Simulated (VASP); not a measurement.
# Na (P6_3/mmc) in VASP: a series of runs

The runs below take Na through single point, with PBE.

Everything below comes from runs of VASP 6.6.1. Logs are shortened: lines on timing, memory, paths and dates and some standing lists are left out, and cuts for length are marked.

**1. Starting point**

Symmetry: P6_3/mmc, No. 194, hexagonal system. Conventional cell: a = 3.767 Å, b = 3.767 Å, c = 6.154 Å, α = 90.00°, β = 90.00°, γ = 120.00°. Na (site symmetry -6m2) is surrounded by 12 Na at 3.77 Å.

This isn't the form of Na at room conditions, which is bcc.

**2. Single point, PBE**

The input, INCAR:

```
SYSTEM = Na
PREC     = Accurate       ! precision mode
ENCUT    = 460            ! plane-wave cutoff, eV
EDIFF    = 0.01           ! SCF threshold, eV
ISMEAR   = 0              ! smearing method
SIGMA    = 0.2            ! smearing width, eV
LREAL    = .FALSE.        ! projectors in reciprocal space
LASPH    = .TRUE.         ! aspherical terms in the spheres
NELM     = 100            ! most SCF steps
ALGO     = Normal         ! electronic algorithm
ISIF     = 2              ! what is computed and relaxed
LWAVE    = .FALSE.        ! write WAVECAR
LCHARG   = .FALSE.        ! write CHGCAR
GGA      = PE             ! functional
NBANDS   = 14             ! bands
ADDGRID  = .FALSE.
```

The input, KPOINTS:

```
regular mesh
0
G
  5 5 3
  0 0 0
```

The input, POSCAR:

```
Na
1.0
    3.7670000000      0.0000000000      0.0000000000
   -1.8835000000      3.2623176961      0.0000000000
    0.0000000000      0.0000000000      6.1540000000
Na
2
Direct
    0.6607270000      0.3253030000      0.7651560000
    0.3322080000      0.6634530000      0.2738460000
```

Potentials or basis: VASP PAW PBE potentials, release 64 (Na_pv).

Run with:

```sh
cat potpaw_PBE.64/Na_pv/POTCAR > POTCAR
mpirun -np 1 vasp_std > vasp.out
```

OUTCAR:

```text
SYSTEM = Na
   PREC = Accurate
   ENCUT = 460
   EDIFF = 0.01
   ISMEAR = 0
   LREAL = .FALSE.
   LASPH = .TRUE.
   NELM = 100
   ISIF = 2
   GGA = PE

 Found     38 irreducible k-points:

 Following reciprocal coordinates:
            Coordinates               Weight
  0.000000  0.000000  0.000000      1.000000
  0.200000 -0.000000  0.000000      2.000000
  0.000000  0.200000  0.000000      2.000000
 -0.200000  0.200000  0.000000      2.000000
  0.400000 -0.000000  0.000000      2.000000
  0.000000  0.400000  0.000000      2.000000
   k-points           NKPTS =     38   k-points in BZ     NKDIM =     38   number of bands    NBANDS=     14
   number of dos      NEDOS =    301   number of ions     NIONS =      2
   total plane-waves  NPLWV =  37632
   dimension x,y,z NGX =    28 NGY =   28 NGZ =   48
   dimension x,y,z NGXF=    56 NGYF=   56 NGZF=   96
   ions per type =               2
   NGX,Y,Z   is equivalent  to a cutoff of  12.36, 12.36, 12.97 a.u.
   NGXF,Y,Z  is equivalent  to a cutoff of  24.71, 24.71, 25.93 a.u.
 SYSTEM =  Na
   PREC   = accura    normal or accurate (medium, high low for compatibility)
   ISTART =      0    job   : 0-new  1-cont  2-samecut
   ICHARG =      2    charge: 1-file 2-atom 10-const
   ISPIN  =      1    spin polarized calculation?
   LNONCOLLINEAR =      F non collinear calculations
   LSORBIT =      F    spin-orbit coupling
   LASPH  =      T    aspherical Exc in radial PAW
   ENCUT  =  460.0 eV  33.81 Ry    5.81 a.u.   6.59  6.59 10.76*2*pi/ulx,y,z
   NELM   =    100;   NELMIN=  2; NELMDL= -5     # of ELM steps
   EDIFF  = 0.1E-01   stopping-criterion for ELM
   LREAL  =      F    real-space projection
   EDIFFG = 0.1E+00   stopping-criterion for IOM
   NSW    =      0    number of steps for IOM
   IBRION =     -1    ionic relax: 0-MD 1-quasi-New 2-CG
   NFREE  =      0    steps in history (QN), initial steepest desc. (CG)
   ISIF   =      2    stress and relaxation
   ISYM   =      2    0-nonsym 1-usesym 2-fastsym
   POTIM  = 0.5000    time-step for ionic-motion
   TEBEG  =    0.0;   TEEND  =   0.0 temperature during run
   PSTRESS=    0.0 pullay stress
   NELECT =      14.0000    total number of electrons
   NUPDOWN=      -1.0000    fix difference up-down
   EMIN   =  10.00;   EMAX   =-10.00  energy-range for DOS
   EFERMI =   0.00;   METHOD = LEGACY
   ISMEAR =     0;   SIGMA  =   0.20  broadening in eV -4-tet -1-fermi 0-gaus
   EFERMI_NEDOS =   21; number of points for ismear=-14 and -15
   IALGO  =     38    algorithm
   IMIX   =      4    mixing-type and parameters
     AMIX     =   0.40;   BMIX     =  1.00
     AMIX_MAG =   1.60;   BMIX_MAG =  1.00
  volume/ion in A,a.u.               =      37.81       255.18
  Fermi-wavevector in a.u.,A,eV,Ry     =   0.933020  1.763153 11.844235  0.870527
  Thomas-Fermi vector in A             =   2.059678
   LORBIT       =      0    0 simple, 1 ext, 2 COOP (PROOUT), +10 PAW based schemes
   GGA     = PE    functional components
   LHFCALC =     F    Hartree Fock is set to
   AEXX    =    0.0000 exact exchange contribution
   IVDW    =     0    specifies the selected vdW correction
   LEPSILON=     F    determine dielectric tensor
   LRPA    =     F    only Hartree local field effects (RPA)
 non-spin polarized calculation
 Gauss-broadening in eV      SIGMA  =   0.20
  energy-cutoff  :      460.00
  volume of cell :       75.63
 maximum number of plane-waves:      1737
 NGX is ok and might be reduce to    28
   NGX = 13   NGY = 13   NGZ = 21

 number of electron      13.9999997 magnetization

 Free energy of the ion-electron system (eV)
  ---------------------------------------------------
  ext. energy  EPLUGINS =         0.00000000
  ---------------------------------------------------
  free energy    TOTEN  =        -2.69430372 eV

  energy without entropy =       -2.67778852  energy(sigma->0) =       -2.68604612

 E-fermi :   0.4700     XC(G=0):  -6.4119

 val. band max:       -0.2099265918   @ k =   0.4000  -0.0000   0.3333
 cond. band min:       0.5309728190   @ k =  -0.2000   0.4000   0.3333
 fundamental gap:      0.7408994108
 Fermi energy:         0.4699652093

 k-point     1 :       0.0000    0.0000    0.0000
  band No.  band energies     occupation
      1     -24.5303      2.00000
      2     -24.5022      2.00000
      3     -24.5018      2.00000
      4     -24.4974      2.00000
      5     -24.4973      2.00000
      6     -24.4972      2.00000
      7      -2.9342      2.00000
      8       0.8586      0.00599
      9       1.2407      0.00000
     10      10.1690      0.00000
     11      10.1770      0.00000
     12      10.5089      0.00000
     13      10.5227      0.00000
     14      10.6697      0.00000

 k-point     2 :       0.2000   -0.0000    0.0000
  band No.  band energies     occupation
      1     -24.5263      2.00000
      2     -24.5104      2.00000
      3     -24.5060      2.00000
      4     -24.5047      2.00000
      5     -24.4988      2.00000
      6     -24.4988      2.00000
      7      -2.3524      2.00000
      8       1.3790      0.00000
      9       1.8018      0.00000
     10       5.9505      0.00000
     11       8.4256      0.00000
     12       8.4937      0.00000
     13       9.3012      0.00000
     14      10.5337      0.00000
[... 37 lines left out ...]
      1     -24.5247      2.00000
      2     -24.5202      2.00000
      3     -24.5175      2.00000
      4     -24.5089      2.00000
      5     -24.5032      2.00000
      6     -24.5015      2.00000
      7      -0.6446      2.00000
      8       2.0441      0.00000
      9       2.9494      0.00000
     10       3.6159      0.00000
     11       5.5898      0.00000
     12       6.0075      0.00000
     13       7.4683      0.00000
     14       8.5092      0.00000

 k-point     6 :       0.0000    0.4000    0.0000
  band No.  band energies     occupation
      1     -24.5248      2.00000
      2     -24.5203      2.00000
      3     -24.5172      2.00000
      4     -24.5086      2.00000
      5     -24.5037      2.00000
      6     -24.5014      2.00000
      7      -0.6447      2.00000
      8       2.0413      0.00000
      9       2.9492      0.00000
     10       3.6225      0.00000
     11       5.5893      0.00000
     12       6.0123      0.00000
     13       7.4683      0.00000
     14       8.4900      0.00000

 [... further k-points ...]

------------------------ aborting loop because EDIFF is reached ----------------------------------------

  FORCE on cell =-STRESS in cart. coord.  units (eV):
  Direction    XX          YY          ZZ          XY          YZ          ZX
  --------------------------------------------------------------------------------------
  -------------------------------------------------------------------------------------
  Total       -0.0233341     -0.0136410      0.0305044     -0.0041570      0.0008634      0.0004683
  in kB       -0.4943362     -0.2889869      0.6462408     -0.0880664      0.0182908      0.0099210
  external PRESSURE =      -0.0456941 kB  Pullay stress =       0.0000000 kB

 VOLUME and BASIS-vectors are now :
 -----------------------------------------------------------------------------
  energy-cutoff  :      460.00
  volume of cell :       75.63
      direct lattice vectors                 reciprocal lattice vectors
     3.767000000  0.000000000  0.000000000     0.265463233  0.153265269  0.000000000
    -1.883500000  3.262317696  0.000000000     0.000000000  0.306530538  0.000000000
     0.000000000  0.000000000  6.154000000     0.000000000  0.000000000  0.162495938

 POSITION                                       TOTAL-FORCE (eV/Angst)
 -----------------------------------------------------------------------------------
      1.87625      1.06124      4.70877         0.002298      0.004617      0.022358
      0.00181      2.16439      1.68525        -0.002298     -0.004617     -0.022358
 -----------------------------------------------------------------------------------
    total drift:                               -0.000030      0.000051     -0.000025

  FREE ENERGIE OF THE ION-ELECTRON SYSTEM (eV)
  ---------------------------------------------------
  free  energy   TOTEN  =        -2.6943037197 eV

  energy  without entropy=       -2.6777885224  energy(sigma->0) =       -2.68604612
```

stdout:

```text
POSCAR found type information on POSCAR Na
 POSCAR found :  1 types and       2 ions
 scaLAPACK will be used
 LDA part: xc-table for (Slater+PW92), standard interpolation
 POSCAR, INCAR and KPOINTS ok, starting setup
 FFT: planning ... GRIDC
 FFT: planning ... GRID_SOFT
 FFT: planning ... GRID
 WAVECAR not read
 entering main loop
```

Run time: 9.3 s. Hardware: 1 thread of Intel Xeon Platinum 8488C (Sapphire Rapids), shared host; peak memory 0.18 GiB.

The run converged, but some of its settings lie outside the range that counts as converged, so its numbers aren't taken as properties of the crystal.

What came out:

| Item | Value |
| --- | --- |
| Free energy | -2.6943 eV |
| Pressure | 0.0 GPa |
| Largest force | 0.023 eV/Å |
| Band gap on the k mesh | none (metal or under the smearing width) |

Caveat: the k mesh is coarse (spacing up to 0.39 Å⁻¹), so the values aren't converged.

**3. Single point, PBE**

Changes to INCAR since step 2:

```diff
@@ -3,3 +3,3 @@
 ENCUT    = 460            ! plane-wave cutoff, eV
-EDIFF    = 0.01           ! SCF threshold, eV
+EDIFF    = 0.001          ! SCF threshold, eV
 ISMEAR   = 0              ! smearing method
```

KPOINTS is that of step 2.

The input, POSCAR:

```
Na
1.0
    3.7670000000      0.0000000000      0.0000000000
   -1.8835000000      3.2623176961      0.0000000000
    0.0000000000      0.0000000000      6.1540000000
Na
2
Direct
    0.6666666667      0.3333333333      0.7500000000
    0.3333333333      0.6666666667      0.2500000000
```

Potentials or basis: VASP PAW PBE potentials, release 64 (Na_pv).

Run with:

```sh
cat potpaw_PBE.64/Na_pv/POTCAR > POTCAR
mpirun -np 1 vasp_std > vasp.out
```

It took 5 s on 1 thread of Intel Xeon Platinum 8488C (Sapphire Rapids), shared host; peak memory 0.17 GiB.

The run converged, but some of its settings lie outside the range that counts as converged, so its numbers aren't taken as properties of the crystal.

Results:

```yaml
Free_energy: -2.6953 eV
Pressure: -0.3 GPa
Band_gap_on_the_k_mesh: none (metal or under the smearing width)
```

Caveat: the k mesh is coarse (spacing up to 0.39 Å⁻¹), so the values aren't converged.
